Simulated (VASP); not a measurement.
Input of a VASP 6.6.1 run:

The input INCAR:

```
SYSTEM = Ta
ALGO     = Fast           ! electronic algorithm
EDIFF    = 1E-6           ! SCF threshold, eV
EDIFFG   = -0.005         ! ionic threshold
ENCUT    = 600            ! plane-wave cutoff, eV
GGA      = RE             ! functional
IBRION   = 2              ! ionic algorithm
ISIF     = 3              ! what is computed and relaxed
ISMEAR   = 1              ! smearing method
IVDW     = 12             ! dispersion correction
LASPH    = .TRUE.         ! aspherical terms in the spheres
LCHARG   = .FALSE.        ! write CHGCAR
LREAL    = .FALSE.        ! projectors in reciprocal space
LWAVE    = .FALSE.        ! write WAVECAR
NELM     = 120            ! most SCF steps
NSW      = 40             ! ionic steps
PREC     = Accurate       ! precision mode
SIGMA    = 0.1            ! smearing width, eV
```

KPOINTS

```
k-points
0
G
  18 18 18
  0 0 0
```

Contents of POSCAR:

```
Ta
1.0
   -1.6400000000      1.6400000000      1.6400000000
    1.6400000000     -1.6400000000      1.6400000000
    1.6400000000      1.6400000000     -1.6400000000
Ta
1
Direct
    0.0000000000      0.0000000000      0.0000000000
```

Potentials or basis: VASP PAW PBE potentials, release 64 (Ta_pv).

Command:

```bash
$ cat potpaw_PBE.64/Ta_pv/POTCAR > POTCAR
$ mpirun -np 1 vasp_std > vasp.out
```

(1) Predict the dispersion energy per atom.

(2) What does it give for the space group after relaxing (to 0.05 Å)?

(3) What does it give for the band gap on the k mesh?

## Answers

(1) -1.209 eV.

(2) Im-3m (No. 229).

(3) none (metal or under the smearing width).
